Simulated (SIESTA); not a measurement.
Crystal: CdTe.

```xyz
2
Lattice="0.0000 3.2050 3.2050 3.2050 0.0000 3.2050 3.2050 3.2050 0.0000" Properties=species:S:1:pos:R:3 pbc="T T T"
Te    4.8075    4.8075    4.8075
Cd    0.0000    0.0000    0.0000
```

Base run:

* Program: SIESTA 5.4.2
* Functional: vdW-DF
* Potentials or basis: PseudoDojo 0.4 standard (PBE files)
* Basis: DZP (energy shift 0.002 Ry)
* Grid cutoff: 800 Ry
* Energy shift: 0.002 Ry
* k mesh: 7 × 7 × 7
* Occupations: fermi-dirac, width 0.05 eV
* Spin: no spin polarisation

Its results: band gap on the k mesh 1.28 eV, direct; pressure 7.0 GPa.

**Question.** The run is repeated on the same cell with these changes: functional from vdW-DF to revPBE. What comes out?

**Answer.** Band gap on the k mesh 1.33 eV, direct; pressure 5.9 GPa.

Caveats: semicore shells carry a single zeta, which can move pressures by several GPa and volumes by a few percent; the potentials were made for another functional, which shifts forces and pressure; spin-orbit coupling is left out, which moves the levels of the heavy elements; the basis of atomic orbitals isn't converged, which shifts pressures, moduli and gaps.

Not every run made on this cell is shown here.
